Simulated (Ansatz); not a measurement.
## ²⁰¹Hg nuclear quadrupole resonance in HgTe under strain

Cell: an entry of the Crystallography Open Database (COD), relaxed with PBE at fixed cell and then changed (z compressed by 3 %, ions relaxed).

```
Hg Te
1.0
     0.00000    2.92150    2.83385
     2.92150    0.00000    2.83385
     2.92150    2.92150    0.00000
Hg Te
1 1
Cartesian
  0.0000 0.0000 0.0000
  2.9215 2.9215 2.8339
```

Sites (sets of like atoms) are named by element and the number of their first atom in this list.

Level of theory: DFT, PBE, plane waves and PAW, scalar-relativistic, 420 eV cutoff, Γ-centred 14×14×14 k-points, Fermi–Dirac smearing 0.05 eV (Ansatz 0.2.0).

²⁰¹Hg: I = 3/2, Q = 387.0 mb (year-2017 value). Static lattice, zero field.

Problem. Predict the zero-field ²⁰¹Hg lines of each site.

Solution. For I = 3/2 there is one line, ν = (|C_Q|/2)(1 + η²/3)^½.

| site | atoms | V_zz (10²¹ V/m²) | C_Q (MHz) | η | line frequencies (MHz) |
| --- | --- | --- | --- | --- | --- |
| Hg | 1 | -3.73 | -34.9 | 0.00 | 17.4 |

An axis of threefold or higher order runs through Hg, so V_zz lies along it and η is zero.

With no gap above 0.1 eV, as in a metal, the gradients converge slowly in k; expect changes of a tenth or more on a denser mesh. Spin–orbit coupling is left out, which shifts gradients on Hg by a few per cent in wide-gap crystals, and can shift them far more where the calculated gap is small or absent, as here. At this changed cell the PBE pressure is 14 GPa.
